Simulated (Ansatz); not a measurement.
A film clamped to a substrate in BN

Level of theory: Ansatz, DFT PBE, scalar-relativistic, plane waves, PAW. Cutoff 420 eV, Γ-centred 12×12×12 k-points, Gaussian smearing of 0.05 eV. No spin polarisation. Energies are free energies at this smearing, counted from the undisturbed cell; pressure is positive in compression.

The starting cell (as given, not relaxed at this level; it stands at -0.4 GPa):

```yaml
crystal:
  lattice:
    - [0.00000, 1.81300, 1.81300]
    - [1.81300, 0.00000, 1.81300]
    - [1.81300, 1.81300, 0.00000]
  atoms:
    - { symbol: B, position: [0.00000, 0.00000, 0.00000] }
    - { symbol: N, position: [0.75000, 0.75000, 0.75000] }
```

The cell (2 atoms, V0 = 11.92 Å³) is strained by p along both x and y and by q along z, fractional coordinates fixed. τp = (1/V0) ∂E/∂p = (σxx + σyy)(1 + p)(1 + q) and τq = (1/V0) ∂E/∂q = σzz(1 + p)², with tension positive.

| p | q | ΔE (meV/atom) | τp (GPa) | τq (GPa) |
| --- | --- | --- | --- | --- |
| 0.000 | 0.000 | 0.00 | 0.82 | 0.41 |
| -0.015 | 0.000 | 7.65 | -28.85 | -4.82 |
| 0.015 | 0.000 | 8.04 | 27.82 | 5.21 |
| 0.000 | -0.015 | 3.00 | -4.52 | -11.44 |
| 0.000 | 0.015 | 3.36 | 5.51 | 11.85 |

Q: Get the second derivatives of the energy density.

A: Central differences give A = ∂τp/∂p = 1889 GPa (C11 + C22 + 2 C12), C = ∂τq/∂q = 776 GPa (C33) and the cross term B = ∂τq/∂p = 334 GPa (C13 + C23); ∂τp/∂q = 334 GPa must equal B, and any difference shows higher-order terms. The ions are clamped. In a cubic crystal C11 = C = 776, C12 = B/2 = 167 GPa and A should be 2(C11 + C12) = 1887 GPa; the bulk modulus is (C11 + 2 C12)/3 = 370 GPa.

Q: A film of this crystal grows with z along the normal on a substrate that imposes p. How does its thickness respond, and what does the misfit cost?

A: Count p and q from the stress-free cell. A free surface needs τq = 0, so q = −(B/C) p = -0.43 p. The energy density left is (A − B²/C) p²/2 = M p², with the biaxial modulus M = 872 GPa; a misfit of 1 % costs 3.25 meV/atom, against 3.51 meV/atom if the thickness were held.

At p = 0.030 the energies along q are 31.7 (q = -0.030), 28.1 (q = -0.015), 30.5 (q = 0.000), 38.8 (q = 0.015), 52.8 (q = 0.030) meV/atom.

Q: Does the linear rule hold at this misfit?

A: A parabola through the lowest point and its neighbours has its minimum at q = -0.014, 28.1 meV/atom. With the stress left in the starting cell, τp0 and τq0, linear elasticity gives q = −(τq0 + Bp)/C = -0.013 and E = V0(τp0 p + τq0 q + Ap²/2 + Bpq + Cq²/2)/N = 29.9 meV/atom. The two agree within a tenth in energy.

The film is very stiff in its plane and contracts only modestly along its normal, so freeing the thickness recovers little of the misfit energy: 3.25 against 3.51 meV/atom. This is the signature of a short, strongly directional sp3 network. Strain along the cube axes must bend the tetrahedral angles as well as stretch the B–N bonds, and the high resistance to bending keeps C12 far below C11.

Holding the ions at their fractional coordinates costs nothing here, because the symmetry left in zinc blende under this strain already fixes them. The moduli are therefore also the relaxed ones for a (001) film, whereas shear, and hence a (111) film, would bring in internal displacement.

At the larger tensile misfit the computed energy, 28.1 meV/atom, lies below the linear 29.9 meV/atom, as expected when bonds soften on stretching. The in-plane stresses show the same asymmetry, which suggests that an equal compressive misfit would cost more than the linear rule predicts.
